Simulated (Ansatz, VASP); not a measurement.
# Zr2H2CO2 (Zr2C(OH)2 MXene monolayer): VASP beside Ansatz

One calculation is typed for both programs; each brings its own data sets. How far apart do they land? Of the first pair: The structure shown is the start of the Ansatz relaxation below; VASP solves that cell, so the two are compared at the walk's first step.

Main program and level: Ansatz 0.2.0; plane waves, with VASP 6.6.1 beside it; single point at PBE with D3(BJ).

## 1. The structure

The cell holds 7 atoms: 2 H, 2 O, 2 Zr and 1 C. Cell: a = 3.289 Å, b = 3.289 Å, c = 37.626 Å, α = 90.0°, β = 90.0°, γ = 120.0°. Vacuum lies along c. The height across the vacuum is the one that the program set for its solve, not the one typed.

## 2. Ansatz: relaxation, PBE with D3(BJ)

Ansatz runs on its default PAW (the set named soft_2) files.

The two programs are compared at the cell with which this relaxation starts, whose forces are those of its first step.

File input.yaml:

```yaml
crystal:
  lattice:
    - [3.289, 0.0, 0.0]
    - [-1.6445, 2.848357553, 0.0]
    - [0.0, 0.0, 24.9129467956]
  atoms:
    - { symbol: H, position: [0.3333333333, 0.6666666667, 0.3612579465] }
    - { symbol: O, position: [0.3333333333, 0.6666666667, 0.4005949229] }
    - { symbol: Zr, position: [0.6666666667, 0.3333333333, 0.4479085399] }
    - { symbol: C, position: [0.0, 0.0, 0.5] }
    - { symbol: Zr, position: [0.3333333333, 0.6666666667, 0.5520914601] }
    - { symbol: O, position: [0.6666666667, 0.3333333333, 0.5994050771] }
    - { symbol: H, position: [0.6666666667, 0.3333333333, 0.6387420535] }
  periodic: [true, true, false]
kpoints:
  mp_grid: { grid: [12, 12, 1] }
hamiltonian:
  xc: pbe
  dispersion: d3bj
scf:
  occupations: { method: fermi_dirac, width: 0.05 }
  convergence: { dr2_threshold: 1.0e-09 }
relax:
  f_tol: 0.004
  max_steps: 90
  cell: {}
output:
  write_potential: true
  write_density: true
  volumetric_format: npy
```

Launch:

```sh
ansatz run input.yaml --threads 4 --pin off --max-ram 6144MiB --backend cpu --events-out ev --progress --plain --runs-dir out
```

Numbers of over 12 decimals in the logs are rounded to 6 here.

What it wrote:

```text
Warning: crystal.periodic: the lattice vector that does not repeat stood 0.000° off the slab's normal, 24.913 Å along it as the deck builds it. The run solves the slab on a vector along the normal, 37.626 Å long, with every atom where it was (on the deck's vector they left 18.00 Å outside them, and the widest stretch free of ions among them is 1.30 Å). A fractional position that the run reports is one of the run's ce [...]
Warning: relax.cell: scf.convergence.dr2_threshold = 1e-9 eV is looser than the 2.44714371238e-10 eV advised for a relaxation that steers and ends on the stress (1e-10 eV for each atom of the cell: 7, times the square of relax.cell.stress_2d_tol = 0.05 N/m over 16.9 Å (the atoms' height at the walk's start and 5 Å past either face), 2.956e-2 GPa, over a crystal's default 0.05). What an SCF threshold leaves in a stress goes as its square root, and in the free energy as the threshold itself, and one threshold admits the most on a small cell: [figures from the program's tests cut] Set scf.convergence.dr2_threshold to 2.44714371238e-10 eV or tighter. [rest of the remark cut]
crystal.periodic: the lattice vector that does not repeat stood 0.000° off the slab's normal, 24.913 Å along it as the deck builds it. The run solves the slab on a vector along the normal, 37.626 Å long, with every atom where it was (on the deck's vector they left 18.00 Å outside them, and the widest stretch free of ions among them is 1.30 Å). A fractional position that the run reports is one of the run's cell, which [...]
Engine: ansatz 0.2.0, aarch64-unknown-linux-gnu
Pseudopotentials: kind: paw
Pseudopotential: H, paw, valence charge 1, recommended cutoff 420 eV (normal), H.paw.azcp
Pseudopotential: O, paw, valence charge 6, recommended cutoff 420 eV (normal), O.paw.azcp
Pseudopotential: Zr, paw, valence charge 12, recommended cutoff 420 eV (normal), Zr.paw.azcp
Pseudopotential: C, paw, valence charge 4, recommended cutoff 420 eV (normal), C.paw.azcp
Functional definition: PBE
[...]
SCF iter   2: F=—  HF=-9791.481273 eV  |F-HF|=—  |Δ(HF+E_count)|=   1.50e-6  Δρ=3.28e-5  dr2=2.37e-5  ethr=6.27e-8  ⟨swp⟩=2.2  Hψ=818  notcnv=0
SCF iter   3: F=—  HF=-9791.481272 eV  |F-HF|=—  |Δ(HF+E_count)|=   8.16e-7  Δρ=1.06e-5  dr2=7.73e-6  ethr=5.64e-8  ⟨swp⟩=2.0  Hψ=720  notcnv=0
SCF iter   4: F=—  HF=-9791.481276 eV  |F-HF|=—  |Δ(HF+E_count)|=   3.96e-6  Δρ=1.29e-5  dr2=1.70e-6  ethr=1.84e-8  ⟨swp⟩=2.4  Hψ=863  notcnv=0
SCF iter   5: F=—  HF=-9791.481273 eV  |F-HF|=—  |Δ(HF+E_count)|=   3.31e-6  Δρ=2.31e-6  dr2=5.82e-8  ethr=4.05e-9  ⟨swp⟩=2.8  Hψ=979  notcnv=0
SCF iter   6: F=—  HF=-9791.481273 eV  |F-HF|=—  |Δ(HF+E_count)|=   6.91e-8  Δρ=8.11e-7  dr2=1.02e-8  ethr=1.39e-10  ⟨swp⟩=3.6  Hψ=1109  notcnv=0
SCF iter   7: F=—  HF=-9791.481273 eV  |F-HF|=—  |Δ(HF+E_count)|=   2.01e-8  Δρ=4.91e-7  dr2=2.86e-9  ethr=2.42e-11  ⟨swp⟩=3.1  Hψ=891  notcnv=0
SCF iter   8: F=-9791.481273 eV  HF=-9791.481273 eV  |F-HF|=4.00e-11  |Δ(HF+E_count)|=   4.82e-9  Δρ=3.00e-7  dr2=4.85e-10  ethr=2.38e-12  ⟨swp⟩=11.4  Hψ=3858  notcnv=0
SCF 6 converged in 8 iterations: F = -9791.481273 eV  dr2 = 4.85e-10
relax step   6: F+E_penalty+E_count = -9791.48127302 eV  Δ(F+E_penalty+E_count) = +1.772e-4 eV  max|allowed force component| = 1.927e-3 eV/Å  Δτ_max = 0.0014 Å  P = -0.054 N/m  Ω = 353.020 Å³  energy of the carried Pulay correction = -3.453e-4 eV  fix = [c, alpha, beta]  reactions: c -0.000 N/m  (8 SCF iters, accepted)
[...]
relax step   7: F+E_penalty+E_count = -9791.48137267 eV  Δ(F+E_penalty+E_count) = -9.965e-5 eV  max|allowed force component| = 9.453e-4 eV/Å  Δτ_max = 0.0003 Å  P = -0.006 N/m  Ω = 352.876 Å³  energy of the carried Pulay correction = -2.518e-4 eV  fix = [c, alpha, beta]  reactions: c -0.000 N/m  (6 SCF iters, accepted)
[...]
relax step   8: F+E_penalty+E_count = -9791.48161572 eV  Δ(F+E_penalty+E_count) = -2.431e-4 eV  max|allowed force component| = 9.876e-4 eV/Å  Δτ_max = 0.0000 Å  P = +0.017 N/m  Ω = 352.876 Å³  fix = [c, alpha, beta]  reactions: c +0.000 N/m  stress off target by 1.65e-2 N/m on what of the cell is left free  SCF on the basis re-selected at this cell (its energy is not comparable with the rows above)  (7 SCF iters)
basis re-selected at this cell: Δ(F+E_penalty+E_count) = -2.431e-4 eV, ΔP = +0.022 N/m vs the last step (what re-selecting the basis moved, of the pressure what is left beyond the Pulay correction that the steps carried, after the strain that the cell walked since its last selection, with what the two solves' SCF thresholds leave and, on support functions, any second-order correction that the steps lacked; it is no m [...]
SCF converged after 7 iterations
Free energy (F): -9791.481616 eV
Harris-Foulkes:  -9791.481616 eV  (|F-HF|=3.64e-10)
Internal energy: -9791.458607 eV  (E = F + TS)
E sigma→0 (E₀):  -9791.470111 eV
Entropy (-TS):   -0.023009 eV (-3.287 meV/atom)
Fermi energy:    -2.060092 eV
--- Per-component energies (eV) ---
  E_band       = -830.196818
  E_kinetic    = 1139.691929
  E_local      = -124857.363319  (includes V_loc(G=0)·N_el)
  E_nonlocal   = 283.282667
  E_hartree    = 61750.088929
  E_xc         = -539.811719
  E_vxc        = -656.750161  (∫ρ·V_xc dr)
  E_paw        = -6323.987597  (= ΣΔE_a)
  E_vpaw       = -239.239011  (= ΣTr[D̂ρ^β])
  E_aug_tail   = 0.002493  (compensation charges beyond the density's cutoff)
  E_ewald      = 58757.838286
  E_disp       = -1.200275  (pairwise vdW)
  E_smearing   = -0.023009  (= −TS)
  E_closure    = 0.000000  (closes the sum)
  Σ components = -9791.481616   (vs F -9791.481616, Δ=0.00e0)
--- Forces (eV/Å), atoms counted from 1 ---
  atom   1  H      0.00000000     0.00000000     0.00059270
  atom   2  O      0.00000000     0.00000000    -0.00050327
  atom   3  Zr    -0.00000000     0.00000000     0.00098763
  atom   4  C      0.00000000    -0.00000000     0.00000000
  atom   5  Zr     0.00000000    -0.00000000    -0.00098763
  atom   6  O      0.00000000    -0.00000000     0.00050327
  atom   7  H      0.00000000    -0.00000000    -0.00059270
  max |Σ_I F_I| component: 1.76e-17 eV/Å
--- 2D stress c σ (N/m, compression-positive) ---
        0.016530       0.000000      -0.000000
       -0.000000       0.016530       0.000000
       -0.000000       0.000000       0.000000
  P = ½ c Tr σ = 0.0165 N/m
--- Band table (eV; the first three rows and the last of 19) ---
  k-point 0: bands = ["-51.4492", "-51.3474", "-30.0146", "-29.3785", "-29.2121", "-29.2121", "-29.1322", "-29.1322", "-23.8221", "-23.7693", "-13.4256", "-11.9513", "-11.1310", "-7.7163", "-7.7163", "-7.4498", "-7.4498", "-6.6332", "-4.7708", "-4.7708", "-2.2624", "-2.1270", "-1.8250", "-1.7691", "-1.7691", "-0.3576", "-0.2947", "0.1827"]
  k-point 1: bands = ["-51.4425", "-51.3437", "-29.9942", "-29.4095", "-29.2336", "-29.2290", "-29.1841", "-29.1369", "-23.8044", "-23.7598", "-13.3357", "-11.9069", "-11.2248", "-7.6953", "-7.6882", "-7.6375", "-7.4565", "-6.4547", "-5.0489", "-4.8235", "-2.1557", "-2.0564", "-2.0424", "-1.6481", "-1.6100", "-0.2082", "-0.1672", "0.3558"]
  k-point 2: bands = ["-51.4239", "-51.3339", "-29.9388", "-29.5245", "-29.3329", "-29.2717", "-29.2464", "-29.1526", "-23.7608", "-23.7358", "-13.1001", "-11.8053", "-11.4271", "-7.9751", "-7.6928", "-7.6543", "-7.4814", "-6.1481", "-5.5976", "-4.9187", "-2.6682", "-1.8203", "-1.7836", "-1.2250", "-1.1698", "0.0594", "0.1153", "0.3320"]
  k-point 18: bands = ["-51.3103", "-51.3103", "-29.8355", "-29.8355", "-29.8143", "-29.5345", "-29.3522", "-29.3522", "-23.6206", "-23.6206", "-12.3957", "-11.5136", "-11.5136", "-8.4681", "-8.4644", "-8.1062", "-8.1062", "-6.0014", "-6.0014", "-5.3555", "-1.2581", "-0.8573", "-0.8573", "0.8778", "0.8778", "0.9615", "2.4880", "2.4880"]
  the weakly bound empty levels are not read free of the cell's end (no_gap_told)
--- Relaxed structure (7 steps of the walk, 7 accepted, 1 SCFs on fresh bases) ---
  F+E_penalty+E_count = -9791.48161572 eV   max|allowed force component| = 9.876e-4 eV/Å   (the final SCF, on the basis selected at the relaxed cell)
  cell:  # Å, volume = 352.8757 Å³
    - [3.290805, 0.0, 0]
    - [-1.645402, 2.849921, 0]
    - [0, 0, 37.625894]
  atoms:
    - { symbol: H, position: [0.333333, 0.666667, 0.236025] }
    - { symbol: O, position: [0.333333, 0.666667, 0.261882] }
    - { symbol: Zr, position: [0.666667, 0.333333, 0.298072] }
    - { symbol: C, position: [0, 0, 0.331061] }
    - { symbol: Zr, position: [0.333333, 0.666667, 0.364051] }
    - { symbol: O, position: [0.666667, 0.333333, 0.400241] }
    - { symbol: H, position: [0.666667, 0.333333, 0.426097] }
```

The column dr2 measures how far the density is from self-consistency, as an energy; F and HF (Harris–Foulkes) agree once it is small.

## 3. VASP: single point, PBE with D3(BJ), start cell, pair 1

The same cell, functional, mesh and smearing now go to VASP, with its own data sets.

Lines of VASP's logs that name or quote its potential files are left out, and so is its time.

File INCAR:

```
SYSTEM = Zr2H2CO2
PREC = Accurate
ENCUT = 520
EDIFF = 1E-06
NELM = 120
ISMEAR = -1
SIGMA = 0.05
LREAL = .FALSE.
ALGO = Normal
GGA = PE
IVDW = 12
NBANDS = 28
LASPH = .TRUE.
LORBIT = 11
LWAVE = .FALSE.
LCHARG = .FALSE.
ISIF = 2
LDIPOL = .TRUE.
IDIPOL = 3
DIPOL = 0.5 0.5 0.331
LVHAR = .TRUE.
GGA_COMPAT = .FALSE.
NELMDL = -8
KPAR = 2
```

File POSCAR:

```
Zr2H2CO2
1.0
    3.2890000000      0.0000000000      0.0000000000
   -1.6445000000      2.8483580000      0.0000000000
    0.0000000000      0.0000000000     37.6258940000
H O Zr C
2 2 2 1
Direct
    0.3333332748      0.6666665496      0.2391969743
    0.6666667252      0.3333334504      0.4229254194
    0.3333332748      0.6666665496      0.2652428671
    0.6666667252      0.3333334504      0.3968795266
    0.6666667252      0.3333334504      0.2965702822
    0.3333332748      0.6666665496      0.3655521115
    0.0000000000      0.0000000000      0.3310611836
```

File KPOINTS:

```
Automatic mesh
0
Gamma
12 12 1
0 0 0
```

PAW data sets: H, O, Zr_sv and C (PBE family, release 64).

Launch:

```sh
mpirun -np 2 vasp_std
```

What it wrote:

```text
[banner, memory and clock lines left out]
running    2 mpi-ranks, on    1 nodes
 distrk:  each k-point on    1 cores,    2 groups
 distr:  one band on    1 cores,    1 groups

 POSCAR found type information on POSCAR H O ZrC
 POSCAR found :  4 types and       7 ions
 LDA part: xc-table for (Slater+PW92), standard interpolation
 POSCAR, INCAR and KPOINTS ok, starting setup
 FFT: planning ... GRIDC
 FFT: planning ... GRID_SOFT
 FFT: planning ... GRID
 WAVECAR not read
 entering main loop
       N       E                     dE             d eps       ncg     rms          rms(c)
DAV:   1     0.415693472948E+03    0.41569E+03   -0.19507E+04  1312   0.119E+03
DAV:   2    -0.703358093323E+01   -0.42273E+03   -0.41450E+03  1392   0.327E+02
DAV:   3    -0.601235821324E+02   -0.53090E+02   -0.52643E+02  1568   0.109E+02
DAV:   4    -0.631213230523E+02   -0.29977E+01   -0.29878E+01  1656   0.251E+01
DAV:   5    -0.632597807199E+02   -0.13846E+00   -0.13841E+00  1592   0.390E+00
DAV:   6    -0.632617896973E+02   -0.20090E-02   -0.20088E-02  1592   0.582E-01
DAV:   7    -0.632618388725E+02   -0.49175E-04   -0.49174E-04  1584   0.809E-02
DAV:   8    -0.632618398679E+02   -0.99543E-06   -0.99493E-06  1544   0.126E-02    0.317E+01
DAV:   9    -0.531914647189E+02    0.10070E+02   -0.56639E+01  1168   0.363E+01    0.122E+01
DAV:  10    -0.527492067402E+02    0.44226E+00   -0.30102E+00  1556   0.946E+00    0.612E+00
DAV:  11    -0.527656703224E+02   -0.16464E-01   -0.22088E+00  1500   0.379E+00    0.112E+00
DAV:  12    -0.526218404408E+02    0.14383E+00   -0.59810E-01  1424   0.315E+00    0.448E-01
DAV:  13    -0.526290181003E+02   -0.71777E-02   -0.52864E-02  1484   0.904E-01    0.383E-01
DAV:  14    -0.526230087177E+02    0.60094E-02   -0.26554E-02  1404   0.650E-01    0.119E-01
[...]
DAV:  19    -0.526232003689E+02   -0.76766E-04   -0.10471E-04  1148   0.143E-02    0.475E-03
DAV:  20    -0.526232212494E+02   -0.20880E-04   -0.38995E-05  1232   0.145E-02    0.439E-03
DAV:  21    -0.526232229717E+02   -0.17223E-05   -0.96100E-06  1132   0.896E-03    0.119E-03
DAV:  22    -0.526232323791E+02   -0.94074E-05   -0.53600E-07   980   0.259E-03    0.894E-04
DAV:  23    -0.526232449295E+02   -0.12550E-04   -0.99076E-07   992   0.161E-03    0.860E-04
DAV:  24    -0.526232499691E+02   -0.50396E-05   -0.86110E-07   980   0.230E-03    0.282E-04
DAV:  25    -0.526232510591E+02   -0.10900E-05   -0.10338E-07   784   0.984E-04    0.258E-04
DAV:  26    -0.526232512925E+02   -0.23334E-06   -0.20662E-08   700   0.501E-04
   1 F= -.53834310E+02 E0= -.53825792E+02  d E =-.170354E-01
```

Parts of OUTCAR (step 3):

```text
ion  position               nearest neighbor table
   1  0.333  0.667  0.239-   3 0.98
   2  0.667  0.333  0.423-   4 0.98
   3  0.333  0.667  0.265-   1 0.98   5 2.23   5 2.23   5 2.24
   4  0.667  0.333  0.397-   2 0.98   6 2.23   6 2.23   6 2.24
   5  0.667  0.333  0.297-   3 2.23   3 2.23   3 2.24   7 2.30   7 2.30   7 2.30   6 3.22   6 3.22
                             6 3.22
   6  0.333  0.667  0.366-   4 2.23   4 2.23   4 2.24   7 2.30   7 2.30   7 2.30   5 3.22   5 3.22
                             5 3.22
   7  0.000  0.000  0.331-   5 2.30   5 2.30   5 2.30   6 2.30   6 2.30   6 2.30

  LATTYP: Found a hexagonal cell.
 ALAT       =     3.2890000000
 C/A-ratio  =    11.4399191244

 Subroutine GETGRP returns: Found 12 space group operations
 (whereof  6 operations were pure point group operations)

The static configuration has the point symmetry C_3v.
 The point group associated with its full space group is D_3d.

 Found     19 irreducible k-points:

   k-points           NKPTS =     19   k-points in BZ     NKDIM =     19   number of bands    NBANDS=     28

   dimension x,y,z NGX =    24 NGY =   24 NGZ =  280
   dimension x,y,z NGXF=    48 NGYF=   48 NGZF=  560

   ENCUT  =  520.0 eV  38.22 Ry    6.18 a.u.   6.12  6.12 69.96*2*pi/ulx,y,z

   NELECT =      42.0000    total number of electrons

 k-points in reciprocal lattice and weights: Automatic mesh
   0.00000000  0.00000000  0.00000000       0.007
   0.08333333  0.00000000  0.00000000       0.042
   0.16666667  0.00000000  0.00000000       0.042
   0.25000000  0.00000000  0.00000000       0.042
   0.33333333  0.00000000  0.00000000       0.042
   0.41666667  0.00000000  0.00000000       0.042
   0.50000000  0.00000000  0.00000000       0.021
   0.08333333  0.08333333  0.00000000       0.042
   0.16666667  0.08333333  0.00000000       0.083
[...]
0.33333333  0.25000000  0.00000000       0.083
   0.33333333  0.33333333  0.00000000       0.014

 dipolmoment           0.000000      0.000000     -0.000021 electrons x Angstroem

 average (electrostatic) potential at core
       1 -42.7322       2 -42.7327       3 -78.7993       4 -78.7995       5 -84.5136
       6 -84.5138       7 -54.6189

 E-fermi :  -0.1981

 k-point     1 :       0.0000    0.0000    0.0000
  band No.  band energies     occupation
    ...
     18      -4.4149      2.00000
     19      -2.5454      2.00000
     20      -2.5454      2.00000
     21      -0.5776      1.99899
     22      -0.4029      1.96728
     23      -0.0694      0.14147
     24       0.1295      0.00285
     25       0.1295      0.00285
     26       1.5700      0.00000
     27       2.0913      0.00000
    ...

 k-point     2 :       0.0833    0.0000    0.0000
  band No.  band energies     occupation
    ...
     19      -2.8882      2.00000
     20      -2.6330      2.00000
     21      -0.4584      1.98909
     22      -0.3438      1.89710
     23      -0.1833      0.85288
     24       0.2042      0.00064
     25       0.3109      0.00008
     26       1.8016      0.00000
     27       1.8291      0.00000
     28       2.1804      0.00000

 k-point     3 :       0.1667    0.0000    0.0000
  band No.  band energies     occupation
    ...
     17      -6.6612      2.00000
     18      -4.0127      2.00000
     19      -3.5425      2.00000
     20      -2.7967      2.00000
     21      -0.7586      1.99997
     22      -0.1137      0.31217
     23      -0.0940      0.22142
     24       0.6740      0.00000
     25       0.7720      0.00000
     26       1.6357      0.00000
    ...

 Edisp (eV)   -1.21106

  Total       1.69137     1.69137     2.57883     0.00000     0.00000     0.00000
  in kB       7.68781     7.68781    11.72165     0.00000     0.00000     0.00000
  external pressure =        9.03 kB  Pullay stress =        0.00 kB

  energy-cutoff  :      520.00
  volume of cell :      352.49
      direct lattice vectors                 reciprocal lattice vectors
     3.289000000  0.000000000  0.000000000     0.304043782  0.175539732  0.000000000
    -1.644500000  2.848358000  0.000000000     0.000000000  0.351079464  0.000000000
     0.000000000  0.000000000 37.625894000     0.000000000  0.000000000  0.026577442

 POSITION                                       TOTAL-FORCE (eV/Angst)
 -----------------------------------------------------------------------------------
     -0.00000      1.89890      9.00000        -0.000000     -0.000000     -0.249560
      1.64450      0.94945     15.91295         0.000000     -0.000000      0.249560
     -0.00000      1.89890      9.98000        -0.000000      0.000000     -1.602712
      1.64450      0.94945     14.93295         0.000000      0.000000      1.602712
      1.64450      0.94945     11.15872         0.000000      0.000000      2.689528
     -0.00000      1.89890     13.75422        -0.000000     -0.000000     -2.689528
      0.00000      0.00000     12.45647         0.000000     -0.000000      0.000000
 -----------------------------------------------------------------------------------
    total drift:                                0.000000     -0.000000     -0.004773

  FREE ENERGIE OF THE ION-ELECTRON SYSTEM (eV)
  ---------------------------------------------------
  free  energy   TOTEN  =       -53.8343098062 eV

  energy  without entropy=      -53.8172743765  energy(sigma->0) =      -53.82579209

 vacuum level on the upper side and lower side of the slab         2.440         2.440

 total charge
# of ion       s       p       d       tot
------------------------------------------
    1        0.605   0.120   0.000   0.725
    2        0.605   0.120   0.000   0.725
    3        1.559   3.599   0.000   5.158
    4        1.559   3.599   0.000   5.158
    5        2.164   6.029   1.667   9.860
    6        2.164   6.029   1.667   9.860
    7        0.877   1.524   0.000   2.401
--------------------------------------------------
tot          9.533  21.019   3.334  33.887

[... 3 further parts left out ...]
```

## 4. Differences

Known differences besides the potentials themselves: Ansatz cuts the interaction across the vacuum, VASP repeats the sheet with a dipole correction; the cutoff is 420 eV in Ansatz and 520 eV in VASP. Total energies have different zeros and are not compared.

Forces (eV/Å; atoms numbered as in POSCAR):

```
atom        Ansatz x, y, z          VASP x, y, z
  H1  0.000, 0.000, -0.152  0.000, 0.000, -0.250
  H2   0.000, 0.000, 0.152   0.000, 0.000, 0.250
  O3  0.000, 0.000, -1.679  0.000, 0.000, -1.603
  O4   0.000, 0.000, 1.679   0.000, 0.000, 1.603
 Zr5   0.000, 0.000, 2.691   0.000, 0.000, 2.690
 Zr6  0.000, 0.000, -2.691  0.000, 0.000, -2.690
  C7   0.000, 0.000, 0.000   0.000, 0.000, 0.000
```

The forces differ by 38 meV/Å r.m.s., which is 4.0 % of the r.m.s. force of 0.969 eV/Å (both taken over all components). With vacuum in the cell, a pressure given here is an average over mostly empty space and none of the material.

(Continued in part 2 of 2.)

[Lines on the potential files, build, host, timing and source positions are cut from VASP's logs without a mark.]

[Logs are printed without paths, hosts, clocks, repeated set-up lines and the standing remarks that a program may print on its own settings, such as how far it seeks lower states.]

[Hosts, paths, dates, database ids (printed as entryN), source tags and the programs' standing remarks are cut or masked in the printed files.]
